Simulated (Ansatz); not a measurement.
A relaxation of cell and atoms of CdSe (F-43m) from a database of computed structures with the PAW code Ansatz, at the level LDA. It starts from the PBE minimum.

Input file:
```yaml
crystal:
  lattice:
    - [0.0, 3.0986163502, 3.0986163502]
    - [3.0986163502, 0.0, 3.0986163502]
    - [3.0986163502, 3.0986163502, 0.0]
  atoms:
    - { symbol: Cd, position: [0.0, 0.0, 0.0] }
    - { symbol: Se, position: [0.75, 0.75, 0.75] }
kpoints:
  mp_grid: { grid: [6, 6, 6] }
hamiltonian:
  xc: lda
scf:
  occupations: { method: fermi_dirac, width: 0.02 }
relax:
  f_tol: 0.005
  cell: {}
```

Command: `ansatz run input.yaml --threads 2 --pin off --max-ram 29491MiB --backend cpu --events-out ev --progress --plain --runs-dir out`. It took 4.1 s on 2 threads of AMD EPYC 7R13 Processor (Zen 3), on a shared host, load about 2.2 per core; peak host memory 0.47 GiB.

Abridged output:
```
Pseudopotential: Cd, paw, valence charge 20, recommended cutoff 420 eV (normal)
Pseudopotential: Se, paw, valence charge 16, recommended cutoff 420 eV (normal)
Functional definition: SPW92
Crystal: 2 atoms, lattice volume = 59.502 Å³
Basis set: ecut = 420 eV, 1211 PW (Γ)
Bands: 22, of which v1, the nominal top of the filled ones, is band 18 counted from 1 (17 counted from 0)
Symmetry: 24 space group operations
Space group: F-43m (ITA 216)
k-points: 16 of 216 (time reversal used)
preconditioner: auto → none  [insulator: Δε(μ)=0.151 eV  σ=0.020 eV  ℏωp=20.4 eV]
relax step 1: F+E_penalty+E_count = -13502.15359138 eV  P = -4.332 GPa  Ω = 59.502 Å³
relax step 2: F+E_penalty+E_count = -13502.21943434 eV  P = +2.288 GPa  Ω = 52.293 Å³
relax step 3: F+E_penalty+E_count = -13502.23194689 eV  P = -0.376 GPa  Ω = 54.578 Å³
relax step 4: F+E_penalty+E_count = -13502.23241922 eV  P = -0.025 GPa  Ω = 54.243 Å³
relax step 5: F+E_penalty+E_count = -13502.23159808 eV  P = -0.025 GPa  Ω = 54.243 Å³  (SCF on a basis re-selected at this cell)
Free energy (F): -13502.231598 eV
Fermi energy:    7.909002 eV
--- Per-component energies (eV) ---
  E_band       = -887.202031
  E_kinetic    = 625.184845
  E_local      = -6303.222819
  E_nonlocal   = -548.421955
  E_hartree    = 2993.595613
  E_xc         = -279.377149
  E_vxc        = -320.247409
  E_paw        = -5774.311188
  E_vpaw       = -327.685309
  E_ewald      = -4218.662352
  E_core_change = 2.983931
--- Stress (GPa, compression-positive) ---
       -0.025457       0.000000       0.000000
        0.000000      -0.025457       0.000000
        0.000000       0.000000      -0.025457
  P = ⅓ Tr σ = -0.0255 GPa (-0.255 kbar)
--- Relaxed structure (4 steps of the walk, 4 accepted, 1 SCFs on fresh bases) ---
  F+E_penalty+E_count = -13502.23159808 eV
  cell:  # Å, volume = 54.2432 Å³
    - [0.000000, 3.004497, 3.004497]
    - [3.004497, 0.000000, 3.004497]
    - [3.004497, 3.004497, 0.000000]
  atoms:
    - { symbol: Cd, position: [0.000000, 0.000000, 0.000000] }
    - { symbol: Se, position: [0.750000, 0.750000, 0.750000] }
```

In 4 steps the volume changed by -8.8 %; between the first SCF and the last, each on a basis chosen for its cell, the energy fell by 39.0 meV an atom. Final cell: the symmetry is F-43m (No. 216, cubic); conventional cell a = 6.009 Å, 27.12 Å³ an atom. Around Cd lie 4 Se at 2.60 Å; around Se lie 4 Cd at 2.60 Å.

Calculated for a static, non-magnetic cell.
